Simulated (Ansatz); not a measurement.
Set up this calculation in Ansatz 0.2.0, as the native input.

| Item | Value |
| --- | --- |
| Task | single point |
| Functional | PBE |
| Potentials or basis | Ansatz PAW |
| Cutoff | 420 eV (not typed: the program's choice for these potentials) |
| k mesh | 9 × 9 × 9 |
| Occupations | gaussian, width 0.022 eV |
| Spin | no spin polarisation |

Crystal: ZnS.

```xyz
2
Lattice="0.0000 2.7020 2.7020 2.7020 0.0000 2.7020 2.7020 2.7020 0.0000" Properties=species:S:1:pos:R:3 pbc="T T T"
Zn    4.0530    4.0530    4.0530
S     0.0000    0.0000    0.0000
```

One way to write it, as run:

input.yaml

```yaml
crystal:
  lattice:
    - [0.0, 2.702, 2.702]
    - [2.702, 0.0, 2.702]
    - [2.702, 2.702, 0.0]
  atoms:
    - { symbol: Zn, position: [0.75, 0.75, 0.75] }
    - { symbol: S, position: [0.0, 0.0, 0.0] }
hamiltonian:
  xc: pbe
  pseudopotentials: { kind: paw }
kpoints:
  mp_grid: { grid: [9, 9, 9] }
scf:
  occupations: { method: gaussian, width: 0.022 }
output:
  forces: true
  stress: true
  eigenvalues: true
```

Potentials or basis: Ansatz PAW.

Launch:

```bash
$ ansatz run input.yaml --threads 2 --pin off --max-ram 5632MiB --backend cpu --events-out ev --progress --plain --runs-dir out
```

It gave:

| Property | Result |
| --- | --- |
| Pressure | 1.6 GPa |
| Band gap on the k mesh | 2.11 eV, direct |

Caveat: odd divisions of the mesh miss points on the zone boundary, where band edges often lie, so the gap on the mesh can be too wide.

Run time: 0.95 s on 2 threads of Intel(R) Xeon(R) Processor @ 2.70GHz (shared host), peak memory 0.34 GiB.
